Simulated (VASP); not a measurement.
## Pt: work function with LDA

The system is Pt, a slab with vacuum.

```
CELL_PARAMETERS angstrom
3.86011 0.00000 0.00000
0.00000 3.86011 0.00000
0.00000 0.00000 27.75168
ATOMIC_POSITIONS crystal
Pt 0.50000 0.00000 0.39560
Pt 0.00000 0.50000 0.39560
Pt 0.00000 0.00000 0.46468
Pt 0.50000 0.50000 0.46468
Pt 0.50000 0.00000 0.53532
Pt 0.00000 0.50000 0.53532
Pt 0.00000 0.00000 0.60440
Pt 0.50000 0.50000 0.60440
```

The cell was built by a generator and needn't be a form met in nature.

```json
{
 "Program": "VASP 6.6.1",
 "Task": "work function",
 "Functional": "LDA",
 "Potentials or basis": "VASP PAW LDA potentials, release 64 (Pt)",
 "Cutoff": "520 eV",
 "k mesh": "9 × 9 × 1",
 "Occupations": "methfessel-paxton, width 0.1 eV",
 "Spin": "no spin polarisation",
 "Dipole correction": "yes",
 "Further INCAR settings": "ALGO = Fast; EDIFF = 1e-06"
}
```

```json
{
  "Largest force": "0.013 eV/Å",
  "Band gap on the k mesh": "none (metal or under the smearing width)",
  "Work function of the upper face": "6.08 eV",
  "Work function of the lower face": "6.08 eV"
}
```

Forces in eV/Å, atoms in the order of the input:
```
Pt   0.000  0.000 -0.003
Pt   0.000  0.000 -0.003
Pt   0.000  0.000  0.013
Pt   0.000  0.000  0.013
Pt   0.000  0.000 -0.013
Pt   0.000  0.000 -0.013
Pt   0.000  0.000  0.003
Pt   0.000  0.000  0.003
```

Levels at points of the mesh, in eV from the Fermi level:
```tsv
k point	band 37	band 38	band 39	band 40	band 41	band 42	band 43	band 44
(0.00, 0.00, 0.00)	0.16	0.19	0.27	0.27	0.54	0.54	1.11	1.11
```

Run time: 2.8 min on 2 MPI ranks on Intel(R) Xeon(R) 6975P-C (Granite Rapids) (shared host), peak memory 0.45 GiB a rank.

Spin-orbit coupling is left out, which matters for the levels of Pt.
